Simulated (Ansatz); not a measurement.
Crystal: TePb.

```xyz
2
Lattice="4.0023 0.0000 0.0000 0.0000 4.0023 0.0000 0.0000 0.0000 4.0023" Properties=species:S:1:pos:R:3 pbc="T T T"
Pb    0.0000    0.0000    0.0000
Te    2.0011    2.0011    2.0011
```

Measurements of this composition are mostly on another form, of space group No. 225.

Below is the output of Ansatz 0.2.0 for this cell. Logs are shortened: lines on timing, memory, paths and dates and some standing lists are left out, and cuts for length are marked.

```text
Warning: RAYON_NUM_THREADS=1 ignored (pool sized by the plan → 1); use --threads N
LAPW: plane waves up to 6.219 Å⁻¹, error target 1.0e-3 eV per atom; small_component_spin mean_spin; Te in spheres of 1.685 Å, 24 of its electrons in bands, Dirac shells []; Pb in spheres of 1.781 Å, 36 of its electrons in bands, Dirac shells [] (how accurate: hamiltonian.pseudopotentials.lapw.basis_error, Limitations)
Engine: ansatz 0.2.0, x86_64-unknown-linux-gnu
Pseudopotentials: kind: all_electron
Pseudopotential: Pb, LAPW, valence charge 36, lapw/all_electron/scalar/gaussian/Pb, Koelling and Harmon's equation, gaussian nucleus
Pseudopotential: Te, LAPW, valence charge 24, lapw/all_electron/scalar/gaussian/Te, Koelling and Harmon's equation, gaussian nucleus
Functional definition: PBE
  parameter kappa = 0.804
  parameter beta = 0.06672455060314922
  exchange = pbe_x(kappa = kappa, mu = beta*pi^2/3)
  correlation = pbe_c(beta = beta)
Crystal: 2 atoms, lattice volume = 64.110 Å³
Basis set: ecut = 147.33654184681203 eV, 251 PW (Γ), exchange–correlation at level 2
Bands: 36, of which v1, the nominal top of the filled ones, is band 30 counted from 1 (29 counted from 0)
Symmetry: 48 space group operations
Space group: Pm-3m (ITA 221), of the structure as read, at distance tolerance 4.0e-5 Å
k-points: 20 of 343
Non-local potential: Pb, projectors of the file, none
[... 14 lines left out ...]
SCF iter   8: F=—  HF=-752951.309076 eV  |F-HF|=—  |Δ(HF+E_count)|=   3.14e-5  Δρ=1.66e-5  dr2=1.60e-7  ethr=2.68e-10  ⟨swp⟩=2.0  Hψ=3624  notcnv=0
SCF iter   9: F=—  HF=-752951.309075 eV  |F-HF|=—  |Δ(HF+E_count)|=   6.88e-7  Δρ=7.98e-6  dr2=1.12e-7  ethr=2.67e-10  ⟨swp⟩=3.0  Hψ=2213  notcnv=0
SCF iter  10: F=-752951.309075 eV  HF=-752951.309075 eV  |F-HF|=7.80e-9  |Δ(HF+E_count)|=  3.49e-10  Δρ=2.14e-6  dr2=5.95e-9  ethr=1.86e-10  ⟨swp⟩=2.0  Hψ=2142  notcnv=0
SCF 1 converged in 10 iterations: F = -752951.309075 eV  dr2 = 5.95e-9
SCF converged after 10 iterations
Free energy (F): -752951.309075 eV
Harris-Foulkes:  -752951.309075 eV  (|F-HF|=7.80e-9)
Internal energy: -752951.307041 eV  (E = F + TS)
E sigma→0 (E₀):  -752951.308058 eV
Entropy (-TS):   -0.002034 eV (-1.017 meV/atom)
Fermi energy:    12.918393 eV
--- Per-component energies (eV) ---
  E_band       = -3354.252923
  E_kinetic    = 850226.162239
  E_xc         = -15371.196894
  E_electrostatic = -1587806.272387  (all electrons and nuclei)
  E_smearing   = -0.002034  (= −TS)
  E_closure    = 0.000000  (closes the sum)
  E_atoms      = -752944.279139  (free atoms, spherical and without spin; not in F)
  Σ components = -752951.309075   (vs F -752951.309075, Δ=0.00e0)
  Basis errors (estimates in eV, not in F): energy 2.8e-4 per atom: plane waves 2.6e-4 (1.4e-4 summed), levels above the bands 0.0e0, relativity 4.4e-8, radial functions 2.0e-5, core shells 5.3e-10; eigenvalues (radial functions only) 8.7e-6; not estimated: angular momenta, meshes, grids; target (lapw.basis_error) 1.0e-3; muffin-tin radii Te 1.685 Å, Pb 1.781 Å
--- Forces (eV/Å), atoms counted from 1 ---
  atom   1  Pb    -0.00000000     0.00000000     0.00000000
  atom   2  Te     0.00000000     0.00000000    -0.00000000
  max |Σ_I F_I| component: 9.86e-31 eV/Å
--- Stress (GPa, compression-positive) ---
        0.097104      -0.000000       0.000000
       -0.000000       0.097104       0.000000
        0.000000       0.000000       0.097104
  P = ⅓ Tr σ = 0.0971 GPa (0.971 kbar)
--- Band table (eV; the first three rows and the last of 20) ---
  k-point 0: bands = ["-146.0042", "-126.9094", "-115.9471", "-115.9471", "-115.9471", "-115.9461", "-115.9461", "-115.9461", "-115.9448", "-96.0418", "-96.0418", "-96.0418", "-68.7481", "-68.7481", "-68.7481", "-23.3706", "-23.3706", "-23.3686", "-23.3686", "-23.3686", "-4.2743", "-4.2743", "-4.1912", "-4.1912", "-4.1912", "0.7530", "6.1338", "11.3454", "11.3454", "11.3454", "16.9306", "16.9306", "18.1440", "18.1440", "18.1440", "22.8794"]
  k-point 1: bands = ["-146.0042", "-126.9094", "-115.9471", "-115.9471", "-115.9471", "-115.9461", "-115.9461", "-115.9461", "-115.9448", "-96.0418", "-96.0418", "-96.0418", "-68.7481", "-68.7481", "-68.7481", "-23.3706", "-23.3699", "-23.3688", "-23.3688", "-23.3686", "-4.2736", "-4.2613", "-4.1960", "-4.1960", "-4.1909", "0.9150", "5.8011", "11.2148", "11.5267", "11.5267", "16.7985", "17.0785", "17.6328", "17.6328", "18.1718", "22.9496"]
  k-point 2: bands = ["-146.0042", "-126.9094", "-115.9471", "-115.9471", "-115.9471", "-115.9461", "-115.9461", "-115.9461", "-115.9448", "-96.0418", "-96.0418", "-96.0418", "-68.7482", "-68.7481", "-68.7481", "-23.3705", "-23.3692", "-23.3692", "-23.3686", "-23.3682", "-4.2722", "-4.2322", "-4.2067", "-4.2067", "-4.1902", "1.3744", "4.9412", "11.3090", "12.0298", "12.0298", "15.0183", "16.4718", "16.4718", "17.5105", "20.5041", "21.2211"]
  k-point 19: bands = ["-146.0042", "-126.9094", "-115.9471", "-115.9471", "-115.9471", "-115.9461", "-115.9461", "-115.9461", "-115.9448", "-96.0418", "-96.0418", "-96.0418", "-68.7482", "-68.7482", "-68.7482", "-23.3703", "-23.3703", "-23.3703", "-23.3649", "-23.3649", "-4.2430", "-4.2413", "-4.2413", "-4.1680", "-4.1680", "3.1330", "5.5904", "9.9921", "10.2805", "10.2805", "12.2919", "12.2919", "13.0611", "24.7715", "25.4300", "25.4300"]
```

**Question.** Write the input and the command behind it.

**Answer.** Single point with PBE, no spin polarisation. The files as run (others can give the same):

input.yaml
```yaml
crystal:
  lattice:
    - [4.002287, 0.0, 0.0]
    - [0.0, 4.002287, 0.0]
    - [0.0, 0.0, 4.002287]
  atoms:
    - { symbol: Pb, position: [0.0, 0.0, 0.0] }
    - { symbol: Te, position: [0.5, 0.5, 0.5] }
kpoints:
  mp_grid: { grid: [7, 7, 7] }
scf:
  occupations: { method: gaussian, width: 0.028 }
hamiltonian:
  xc: pbe
  pseudopotentials: { kind: all_electron, lapw: { basis_error: 0.001 } }
output:
  forces: true
  stress: true
  eigenvalues: true
```

Potentials or basis: all-electron LAPW, scalar-relativistic.
Launch:
```console
$ ansatz run input.yaml --threads 1 --pin off --max-ram 3072MiB --backend cpu --events-out ev --progress --plain --runs-dir out
```
